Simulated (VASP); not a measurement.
Write the native input for VASP 6.6.1 that does the following.

```yaml
Task: single point
Functional: PBEsol
Potentials_or_basis: VASP PAW PBE potentials, release 64 (Si)
Cutoff: 520 eV
k_mesh: 8 × 8 × 12
Occupations: fermi-dirac, width 0.1 eV
Spin: no spin polarisation
Dipole_correction: no
Further_INCAR_settings: ALGO = Normal; EDIFF = 1e-06; NBANDS = 13
```

The structure of Si lies in POSCAR:

```
Si
1.0
    4.4308098108      0.0000000000      0.0000000000
   -2.2154049054      3.8371938554      0.0000000000
    0.0000000000      0.0000000000      2.5462787532
Si
3
Direct
    1.0000000000      1.0000000000      0.0000000000
    0.3333333333      0.6666666667      0.5000000000
    0.6666666667      0.3333333333      0.5000000000
```

The cell was built by a generator and needn't be a form met in nature.

The input as run:

INCAR

```
PREC = Accurate ; ENCUT = 520
EDIFF = 1E-6 ; ISMEAR = -1
SIGMA = 0.1 ; LREAL = F
LASPH = T ; NELM = 100
ALGO = Normal ; ISIF = 2
LWAVE = F ; LCHARG = F
GGA = PS ; NBANDS = 13
```

KPOINTS

```
regular mesh
0
Gamma
  8 8 12
```

Potentials or basis: VASP PAW PBE potentials, release 64 (Si).

Launch:

```sh
$ cat potpaw_PBE.64/Si/POTCAR > POTCAR
$ mpirun -np 1 vasp_std > vasp.out
```

It gave:

The pressure is 0.1 GPa and the band gap on the k mesh is none (metal or under the smearing width).

Caveat: the PAW data sets were made with another functional, which shifts forces and pressure a little.

Wall time 20 s on 1 thread of Intel(R) Xeon(R) Platinum 8488C (Sapphire Rapids), with other jobs on the host, peak memory 0.17 GiB.
